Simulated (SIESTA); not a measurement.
Runs of SIESTA 5.4.2 on Si2W. Symmetry: I4/mmm, No. 139, tetragonal system. The conventional cell has a = 3.214 Å, b = 3.214 Å, c = 7.830 Å, α = 90.00°, β = 90.00°, γ = 90.00°. W (site symmetry 4/mmm) is surrounded by 10 Si at 2.62 Å. Si (site symmetry 4mm) is surrounded by 5 Si at 2.59 to 2.63 Å and 5 W at 2.62 Å. 

| task | level | potentials or basis | cell | gap on the mesh (eV) | pressure (GPa) | largest force (eV/Å) |
| --- | --- | --- | --- | --- | --- | --- |
| band structure | PBE | PseudoDojo 0.4 standard (PBE files), DZP (energy shift 0.003 Ry; two zetas on semicore shells) | as given | none | (a) | 0.16 |
| band structure | PBEsol | PseudoDojo 0.4 standard (PBEsol files), DZP (energy shift 0.003 Ry; two zetas on semicore shells) | as given | none | -0.7 | 0.11 |
| single point | PBEsol | PseudoDojo 0.4 standard (PBEsol files), DZP (energy shift 0.003 Ry; two zetas on semicore shells) | atoms moved at random, drawn with an rms of 0.05 Å | none | 0.2 | 1.00 |
| single point | PBEsol | PseudoDojo 0.4 standard (PBEsol files), DZP (energy shift 0.003 Ry; two zetas on semicore shells) | as given | none | -0.7 | 0.11 |

Alike in all rows: no spin polarisation; k mesh 12 × 12 × 12; smearing fermi-dirac 0.05 eV; grid cutoff 800 Ry; energy shift 0.003 Ry.

Task: Estimate the missing entries.

Result: (a) 4.6.

Caveats: short orbitals over semicore shells can move pressures by several GPa; the basis of atomic orbitals isn't converged, which shifts pressures, moduli and gaps; spin-orbit coupling is left out, which moves the levels of the heavy elements (some runs).

A k mesh can miss the band edges, and the runs leave out spin-orbit coupling on W.

A gap of «none» marks a metal or a gap under the smearing width.
